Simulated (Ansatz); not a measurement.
Ansatz run, TiPbO3

The input, for Ansatz 0.2.0 (plane waves, PAW):

```yaml
crystal:
  lattice:
    - [3.98856891, 0.0, 3.98856891]
    - [0.0, 3.98856891, 0.0]
    - [3.98856891, 0.0, -3.98856891]
  atoms:
    - { symbol: Pb, position: [0.0, 0.0, 0.0] }
    - { symbol: Pb, position: [0.5, 0.0, 0.5] }
    - { symbol: Ti, position: [0.0, 0.5, 0.5] }
    - { symbol: Ti, position: [0.5, 0.5, 0.0] }
    - { symbol: O, position: [0.25, 0.5, 0.75] }
    - { symbol: O, position: [0.75, 0.5, 0.25] }
    - { symbol: O, position: [0.0, 0.0, 0.5] }
    - { symbol: O, position: [0.5, 0.0, 0.0] }
    - { symbol: O, position: [0.25, 0.5, 0.25] }
    - { symbol: O, position: [0.75, 0.5, 0.75] }
kpoints:
  mp_grid: { grid: [4, 6, 4], shift: [0, 0, 0] }
  band_path:
    path:
      - [0.0, 0.0, 0.0]
      - [0.0, 0.5, 0.0]
      - [0.5, 0.5, 0.5]
      - [0.0, 0.0, 0.0]
      - [1.0, 0.5, 0.0]
      - [0.0, 0.5, 0.0]
      - [1.0, 0.5, 0.0]
      - [0.5, 0.5, 0.5]
    npoints: 8
magnetization:
  spin_polarized: true
scf:
  occupations: { method: cold, width: 0.2757 }
  lower_state_search: "off"
  max_iter: 200
hamiltonian:
  pseudopotentials: { kind: paw }
  xc: r2scan
basis:
  ecutwfc: 500
  fft_grid_basis: typed
output:
  forces: true
  stress: true
  eigenvalues: true
  bader: true
  populations: true
  elf: true
  write_potential: true
  volumetric_format: npy
  dos:
    e_range: [-12, 8]
    de: 0.05
    projected: { site_lists: { O: [O], Pb: [Pb], Ti: [Ti] } }
checkpoint:
  read: saved_state
```

The run starts from an earlier solution of this cell. The state carries no moments; the state need not be the lowest.

Output (shortened):

```
band count auto-derived: 56 (N_el = 88.0; filled up to band 44; 54 by the electrons, moments and atoms)
Pseudopotentials: kind: paw
Pseudopotential: Pb, paw, valence charge 14, recommended cutoff 500 eV (meta_gga), Pb.paw.azcp
Pseudopotential: Ti, paw, valence charge 12, recommended cutoff 500 eV (meta_gga), Ti.paw.azcp
Pseudopotential: O, paw, valence charge 6, recommended cutoff 500 eV (meta_gga), O.paw.azcp
Functional definition: r2SCAN
  exchange = r2scan_x(k0 = k0, k1 = k1, a1 = a1)
  correlation = r2scan_c
Crystal: 10 atoms, lattice volume = 126.906 Å³
Basis set: ecut = 500 eV, 3203 PW (Γ), exchange–correlation on 180×120×180 points (64 copies of the dense FFT grid, shifted against one another)
Bands: 56, of which v1, the nominal top of the filled ones, is band 44 counted from 1 (43 counted from 0)
Symmetry: 32 space group operations
Space group: Pm-3m (ITA 221), of the structure as read, at distance tolerance 5.0e-5 Å
k-points: 24 of 96
Initial density: read from a saved state, or passed on in memory by an earlier SCF of this step, an earlier step, the calling program or the single point that the run made first
Functional: x = r2scan, c = r2scan; τ floored in thin density (d = 2e-4 eV/Å³)
SCF iter   1: F=—  Δρ=1.57e-3  dr2=2.21e-3  dr2_τ=2.04e-3  dr2_m=0.00e0  M=0.000 μB ∫|m|=0.000 μB
SCF iter   2: F=—  S|Δr|=   9.63e-7  Δρ=1.09e-3  dr2=4.78e-4  dr2_τ=3.02e-4  dr2_m=0.00e0  M=0.000 μB ∫|m|=0.000 μB
SCF iter   3: F=—  S|Δr|=   1.51e-7  Δρ=6.82e-4  dr2=1.84e-4  dr2_τ=1.12e-4  dr2_m=0.00e0  M=0.000 μB ∫|m|=0.000 μB
SCF iter   4: F=—  S|Δr|=   2.19e-8  Δρ=7.74e-5  dr2=2.14e-5  dr2_τ=1.60e-6  dr2_m=0.00e0  M=0.000 μB ∫|m|=0.000 μB
SCF iter   5: F=—  S|Δr|=   5.25e-8  Δρ=2.31e-5  dr2=1.88e-6  dr2_τ=4.97e-8  dr2_m=0.00e0  M=0.000 μB ∫|m|=0.000 μB
SCF iter   6: F=—  S|Δr|=   1.66e-8  Δρ=6.32e-6  dr2=2.42e-7  dr2_τ=5.50e-9  dr2_m=0.00e0  M=0.000 μB ∫|m|=0.000 μB
SCF iter   7: F=-32271.4073 eV  S|Δr|=   1.20e-8  Δρ=1.91e-6  dr2=1.78e-8  dr2_τ=4.09e-10  dr2_m=0.00e0  M=0.000 μB ∫|m|=0.000 μB
Magnetization: 0.0000 μB (44.0000 up, 44.0000 down)
Absolute magnetization: 0.0000 μB (∫|ρ↑−ρ↓|)
Spin contamination: 0.0000 ħ² per cell (⟨S²⟩ above its minimum at these occupations)
Per-site moments (μB) at R_I (Å): [(0.0, 1.1634), (0.0, 1.1634), (0.0, 0.8226), (0.0, 0.8226), (0.0, 0.8226), (0.0, 0.8226), (0.0, 0.8226), (0.0, 0.8226), (0.0, 0.8226), (0.0, 0.8226)]
Free energy (F): -32271.4073 eV
F+E_penalty+E_count: -32271.4073 eV  (lagrangian_ev)
Harris-Foulkes:  -32271.4073 eV  (|F-HF|=9.89e-9)
Internal energy: -32271.4073 eV  (E = F + TS)
E sigma→0 (E₀):  -32271.4073 eV
Entropy (-TS):   0.0000 eV (0.000 meV/atom)
Fermi energy:    11.0583 eV
--- Per-component energies (eV) ---
  E_band       = -430.7874
  E_kinetic    = 2166.8572
  E_local      = -5230.5359  (includes V_loc(G=0)·N_el)
  E_nonlocal   = 988.0409
  E_hartree    = 2000.5107
  E_xc         = -1048.9027
  E_vxc        = -1196.6235  (∫ρ·V_xc dr)
  E_paw        = -23923.0399  (= ΣΔE_a)
  E_vpaw       = -1239.3318  (= ΣTr[D̂ρ^β])
  E_aug_tail   = 0.0065  (compensation charges beyond the density's cutoff)
  E_vtau       = 79.7788  (kinetic-family band-sum trace: ∫τ·v_τ [+ j·A + Jᵃ·Aᵃ] dr)
  E_ewald      = -7225.5765
  E_core_change = 1.2324  (= ΣΔE_core)
  E_smearing   = 0.0000  (= −TS)
  E_count      =  0.0000  (occupations off the electron count; not in F)
--- Forces (eV/Å), atoms counted from 1 ---
  atom   1  Pb     0.0000     0.0000     0.0000
  atom   2  Pb     0.0000     0.0000     0.0000
  atom   3  Ti     0.0000     0.0000     0.0000
  atom   4  Ti     0.0000     0.0000     0.0000
  atom   5  O      0.0000     0.0000     0.0000
  atom   6  O      0.0000     0.0000     0.0000
  atom   7  O      0.0000     0.0000     0.0000
  atom   8  O      0.0000     0.0000     0.0000
  atom   9  O      0.0000     0.0000     0.0000
  atom  10  O      0.0000     0.0000     0.0000
--- Stress (GPa, compression-positive) ---
       -7.1326       0.0000       0.0000
        0.0000      -7.1524       0.0000
        0.0000       0.0000      -7.1326
  P = ⅓ Tr σ = -7.1392 GPa (-71.392 kbar)
--- Löwdin populations: 10 sites ---
  site symbol       q [e]    m [muB]
     0     Pb     12.9566     0.0000
     1     Pb     12.9566     0.0000
     2     Ti     10.5911     0.0000
     3     Ti     10.5911     0.0000
     4      O      6.7624     0.0000
     5      O      6.7624     0.0000
     6      O      6.7624     0.0000
     7      O      6.7624     0.0000
     8      O      6.7624     0.0000
     9      O      6.7624     0.0000
  spilling = 0.0038 (of n_electrons = 88.0000)
--- Bader charges: 10 sites ---
  site symbol  charge [e]  shift [e]    m [muB]
     0     Pb      1.4500     0.0000     0.0000
     1     Pb      1.4499     0.0000     0.0000
     2     Ti      2.3453     0.0025     0.0000
     3     Ti      2.3453     0.0025     0.0000
     4      O     -1.2651     0.0008     0.0000
     5      O     -1.2651     0.0008     0.0000
     6      O     -1.2651     0.0008     0.0000
     7      O     -1.2651     0.0008     0.0000
     8      O     -1.2651     0.0008     0.0000
     9      O     -1.2651     0.0008     0.0000
```

Origin: a database entry at a rescaled volume. Caveats: the input typed no starting moments; wide smearing.
